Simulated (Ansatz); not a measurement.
The system is BaS.

```
CELL_PARAMETERS angstrom
0.00000 3.19375 3.19375
3.19375 0.00000 3.19375
3.19375 3.19375 0.00000
ATOMIC_POSITIONS crystal
Ba 0.00000 0.00000 0.00000
S 0.50000 0.50000 0.50000
```

Base run:

| Quantity | Value |
| --- | --- |
| Program | Ansatz 0.2.0 |
| Functional | PBE |
| Potentials or basis | all-electron LAPW, scalar-relativistic |
| Cutoff | 137 eV (chosen from the basis error) |
| Basis error allowed | 0.001 eV/atom |
| k mesh | 7 × 7 × 7 |
| Occupations | fermi-dirac, width 0.05 eV |
| Spin | no spin polarisation |

Its results: band gap on the k mesh 2.26 eV, indirect (least direct gap 2.38 eV); pressure 0.8 GPa.

Task: The run is repeated on the same cell with these changes: functional from PBE to LDA. What comes out?

Result: Band gap on the k mesh 2.07 eV, indirect (least direct gap 2.19 eV); pressure -2.5 GPa.

LDA binds more tightly than PBE, so the same cell stands under less pressure.

Caveats: spin-orbit coupling is left out, which moves the levels of the heavy elements; an odd mesh through Γ misses points on the zone boundary, where band edges often lie (some runs).
